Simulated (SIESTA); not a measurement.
**Mo under changes of volume**

One of the cells (16.209 Å³/atom); the others are scaled copies at fixed shape and fractional positions:

```xyz
1
Lattice="-1.5943 1.5943 1.5943 1.5943 -1.5943 1.5943 1.5943 1.5943 -1.5943" Properties=species:S:1:pos:R:3 pbc="T T T"
Mo    0.0000    0.0000    0.0000
```

| Quantity | Value |
| --- | --- |
| Program | SIESTA 5.4.2 |
| Functional | PBE |
| Potentials or basis | PseudoDojo 0.4 standard (PBE files) |
| Basis | DZP (energy shift 0.003 Ry; two zetas on semicore shells) |
| Grid cutoff | 800 Ry |
| Energy shift | 0.003 Ry |
| k mesh | 12 × 12 × 12 |
| Occupations | fermi-dirac, width 0.05 eV |
| Spin | no spin polarisation |

| volume (Å³/atom) | energy over the lowest point (meV/atom) | pressure (GPa) |
| --- | --- | --- |
| 14.938 | ? | ? |
| 15.256 | 23.81 | 13.0 |
| 15.574 | 4.38 | 6.8 |
| 16.209 | 0.00 | -4.1 |
| 16.527 | 12.84 | -8.7 |
| 16.845 | 34.21 | -12.8 |

Problem. What does the run at 14.938 Å³/atom give?

Solution. Energy over the lowest point 56.32 meV/atom; pressure 20.0 GPa.

Worked out: A Birch-Murnaghan fit of order 3 (a polynomial in V^(-2/3)) to the other rows has its minimum at 15.95 Å³/atom with B0 = V·E''(V) = 265 GPa and B' = 4.4. It gives 56.58 meV/atom at 14.938 Å³/atom, against the run's 56.32, and -dE/dV = 20.1 GPa, against 20.0.

Energies are extrapolated to zero smearing.

Caveats: the basis of atomic orbitals isn't converged, which shifts pressures, moduli and gaps.
